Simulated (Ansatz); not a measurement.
**Convergence notes, G0W0 on BeSe (zincblende)**

Zincblende BeSe, relaxed with r2SCAN; one-shot G0W0 in Ansatz without spin-orbit coupling. (Simulation; spin polarisation is off.)

```
CELL_PARAMETERS angstrom
0.00000 2.58104 2.58104
2.58104 0.00000 2.58104
2.58104 2.58104 0.00000
ATOMIC_POSITIONS crystal
Be 0.00000 0.00000 0.00000
Se 0.25000 0.25000 0.25000
```

Gaps are read over the mesh points alone. G0W0 values are finite-basis, finite-mesh values.

| start | potentials | frequency model | mesh | empty bands | screening cutoff (eV) | Kohn-Sham gap (eV) | G0W0 gap (eV) | rough cost |
| --- | --- | --- | --- | --- | --- | --- | --- | --- |
| PBE | PAW | contour deformation | 4×4×4 | 55 | 80 | 2.64 | 3.55 | 6 core-seconds |
| PBE | PAW | contour deformation | 4×4×4 | 129 | 140 | 2.64 | 3.76 | 17 core-seconds |
| PBE | PAW | contour deformation | 4×4×4 | 237 | 210 | 2.64 | 3.85 | 70 core-seconds |
| HSE06 | PAW | contour deformation | 4×4×4 | 129 | 140 | 3.50 | 4.11 | 40 core-seconds |
| LDA | PAW | contour deformation | 4×4×4 | 129 | 140 | 2.48 | 3.67 | 17 core-seconds |
| r2SCAN | PAW | contour deformation | 4×4×4 | 129 | 140 | 3.11 | 3.95 | 21 core-seconds |
| PBE | PAW | Godby-Needs pole | 4×4×4 | 129 | 140 | 2.64 | 3.71 | 19 core-seconds |
| PBE | PAW | contour deformation | 6×6×6 | 55 | 80 | 2.65 | 3.60 | 28 core-seconds |
| PBE | norm-conserving | contour deformation | 4×4×4 | 129 | 140 | 2.65 | 3.73 | 80 core-seconds |

G0W0 moves the gap on the mesh from 2.64 eV (PBE) to 3.85 eV (Γ to X). Renormalisation factors Z lie between 0.76 and 0.81.

Raising bands and cutoff together moves the gap by +0.21 eV (80 to 140 eV), then +0.09 eV (140 to 210 eV); the last step is still large, so the basis limit isn't reached. Starting from HSE06 (3.50 eV against PBE's 2.64 eV) gives 4.11 eV, +0.35 eV from G0W0@PBE at the same screening cutoff. Starting from LDA (2.48 eV against PBE's 2.64 eV) gives 3.67 eV, -0.09 eV from G0W0@PBE at the same screening cutoff. Starting from r2SCAN (3.11 eV against PBE's 2.64 eV) gives 3.95 eV, +0.19 eV from G0W0@PBE at the same screening cutoff. The Godby-Needs plasmon pole differs from contour deformation by -0.05 eV. A 6×6×6 mesh in place of 4×4×4 changes the opening over PBE by +0.03 eV (the gap on the mesh by +0.05 eV). Norm-conserving potentials (wave cutoff 1800 eV against 420 eV) shift the quasiparticle gap by -0.03 eV and the PBE gap by +0.01 eV. r2SCAN runs take a wave cutoff of 500 eV.
